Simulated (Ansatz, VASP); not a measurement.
# One calculation of KBr, two programs

The input POSCAR:

```
KBr
1.0
    5.5904884481      0.0000000000      0.0000000000
   -2.7952442241      4.8415050156      0.0000000000
    0.0000000000      0.0000000000      6.5641394530
K Br
2 2
Direct
    0.3333333333      0.6666666667     -0.0625000000
    0.6666666667      0.3333333333      0.4375000000
    0.3333333333      0.6666666667      0.4375000000
    0.6666666667      0.3333333333      0.9375000000
```

The input INCAR.step1:

```
SYSTEM = KBr
ALGO = Normal
EDIFF = 1E-4
ENCUT = 520
GGA = PE
ISMEAR = 0
LASPH = .True.
LCHARG = .False.
LREAL = .False.
LWAVE = .True.
NBANDS = 24
NELM = 100
PREC = Accurate
SIGMA = 0.01
```

INCAR.step2

```
SYSTEM = KBr
ALGO = Normal
EDIFF = 1E-6
ENCUT = 520
ISIF = 2
ISMEAR = 0
ISTART = 1
LASPH = .True.
LCHARG = .False.
LMIXTAU = .True.
LREAL = .False.
LWAVE = .False.
METAGGA = R2SCAN
NBANDS = 24
NELM = 100
PREC = Accurate
SIGMA = 0.01
```

The input KPOINTS:

```
k-points
0
Gamma
  6 6 4
  0 0 0
```

Input for Ansatz:

```yaml
crystal:
  lattice:
    - [5.5904884481, 0.0, 0.0]
    - [-2.7952442241, 4.8415050156, 0.0]
    - [0.0, 0.0, 6.564139453]
  atoms:
    - { symbol: K, position: [0.3333333333, 0.6666666667, -0.0625] }
    - { symbol: K, position: [0.6666666667, 0.3333333333, 0.4375] }
    - { symbol: Br, position: [0.3333333333, 0.6666666667, 0.4375] }
    - { symbol: Br, position: [0.6666666667, 0.3333333333, 0.9375] }
kpoints:
  mp_grid: { grid: [6, 6, 4] }
  band_path:
    path:
      - [0.0, 0.0, 0.0]
      - [0.5, 0.0, 0.0]
      - [0.3333333333, 0.3333333333, 0.0]
      - [0.0, 0.0, 0.5]
      - [0.5, 0.0, 0.5]
      - [0.3333333333, 0.3333333333, 0.5]
    npoints: 1
hamiltonian:
  xc: r2scan
scf:
  occupations: { method: fixed }
  n_extra_bands: 5
output:
  forces: true
  stress: true
  eigenvalues: true
```

Change from the starting cell: epitaxial_xy strain -0.5%.

Alike in both runs: task single point; functional r2SCAN; k mesh 6 × 6 × 4; no spin polarisation.

|  | VASP | Ansatz |
| --- | --- | --- |
| version | VASP 6.6.1 | Ansatz 0.2.0 |
| potentials or method | VASP PAW PBE potentials, release 64 (K_sv, Br) | plane waves, PAW |
| plane-wave cutoff (eV) | 520 | 500 |
| occupations | gaussian, width 0.01 eV | fixed |
| valence electrons in the cell | 32 | 32 |

VASP gave:

```
gap on the k mesh at the Fermi level (eV)       : 4.78
pressure (GPa)                                  : 0.1
largest component of the traceless stress (GPa) : 0.11
```

Task: What did Ansatz give for the same quantities?

Result: gap on the k mesh at the Fermi level (eV): 4.77; pressure (GPa): 0.1; largest component of the traceless stress (GPa): 0.11.

Caveats: the PAW data sets were made with another functional, which shifts forces and pressure a little (VASP). A k mesh can miss the band edges.
